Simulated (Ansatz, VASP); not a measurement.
## KF: VASP beside Ansatz

File INCAR:

```
SYSTEM = KF
  ALGO = Fast
  EDIFF = 1E-8
  ENCUT = 520
  GGA = PE
  ISIF = 2
  ISMEAR = 0
  LASPH = .TRUE.
  LCHARG = .FALSE.
  LEFG = .TRUE.
  LREAL = Auto
  LWAVE = .FALSE.
  NBANDS = 78
  NELM = 100
  PREC = Accurate
  SIGMA = 0.01
```

File KPOINTS:

```
k-points
0
G
  3 3 3
  0 0 0
```

Contents of POSCAR:

```
KF
1.0
    0.0000000000      5.3437000000      5.3437000000
    5.3437000000      0.0000000000      5.3437000000
    5.3437000000      5.3437000000      0.0000000000
K F
8 8
Direct
    0.0000000000      0.0000000000      0.0000000000
    0.0000000000      0.0000000000      0.5000000000
    0.0000000000      0.5000000000      0.0000000000
    0.0000000000      0.5000000000      0.5000000000
    0.5000000000      0.0000000000      0.0000000000
    0.5000000000      0.0000000000      0.5000000000
    0.5000000000      0.5000000000      0.0000000000
    0.5000000000      0.5000000000      0.5000000000
    0.2500000000      0.2500000000      0.2500000000
    0.2500000000      0.2500000000      0.7500000000
    0.2500000000      0.7500000000      0.2500000000
    0.2500000000      0.7500000000      0.7500000000
    0.7500000000      0.2500000000      0.2500000000
    0.7500000000      0.2500000000      0.7500000000
    0.7500000000      0.7500000000      0.2500000000
    0.7500000000      0.7500000000      0.7500000000
```

Input for Ansatz:

```yaml
crystal:
  lattice:
    - [0.0, 5.3437, 5.3437]
    - [5.3437, 0.0, 5.3437]
    - [5.3437, 5.3437, 0.0]
  atoms:
    - { symbol: K, position: [0.0, 0.0, 0.0] }
    - { symbol: K, position: [0.0, 0.0, 0.5] }
    - { symbol: K, position: [0.0, 0.5, 0.0] }
    - { symbol: K, position: [0.0, 0.5, 0.5] }
    - { symbol: K, position: [0.5, 0.0, 0.0] }
    - { symbol: K, position: [0.5, 0.0, 0.5] }
    - { symbol: K, position: [0.5, 0.5, 0.0] }
    - { symbol: K, position: [0.5, 0.5, 0.5] }
    - { symbol: F, position: [0.25, 0.25, 0.25] }
    - { symbol: F, position: [0.25, 0.25, 0.75] }
    - { symbol: F, position: [0.25, 0.75, 0.25] }
    - { symbol: F, position: [0.25, 0.75, 0.75] }
    - { symbol: F, position: [0.75, 0.25, 0.25] }
    - { symbol: F, position: [0.75, 0.25, 0.75] }
    - { symbol: F, position: [0.75, 0.75, 0.25] }
    - { symbol: F, position: [0.75, 0.75, 0.75] }
kpoints:
  mp_grid: { grid: [3, 3, 3] }
scf:
  occupations: { method: fixed }
hamiltonian:
  xc: pbe
  pseudopotentials: { kind: paw }
output:
  forces: true
  efg: { quadrupole_moments_barn: { K: 0.0603 }, contact_densities: true }
  core_levels:
    shells: { K: "2p", F: "1s" }
    counted_from: valence_top
    eps_inf: [1.986, 1.986, 1.986]
```

Alike in both runs: task electric field gradients; functional PBE; k mesh 3 × 3 × 3; no spin polarisation.

|  | VASP | Ansatz |
| --- | --- | --- |
| version | VASP 6.6.1 | Ansatz 0.2.0 |
| potentials or method | VASP PAW PBE potentials, release 64 (K_sv, F) | plane-wave PAW, scalar-relativistic |
| plane-wave cutoff (eV) | 520 | 420 |
| occupations | gaussian, width 0.01 eV | fixed |
| valence electrons in the cell | 128 | 128 |

|  | VASP | Ansatz | Ansatz less VASP |
| --- | --- | --- | --- |
| gap on the k mesh at the Fermi level (eV) | 6.17 | 6.18 | +0.016 |
| Vzz of the field gradient on the site that differs most (V/Å²) | 0.0 | 0.0 | -0.01 |
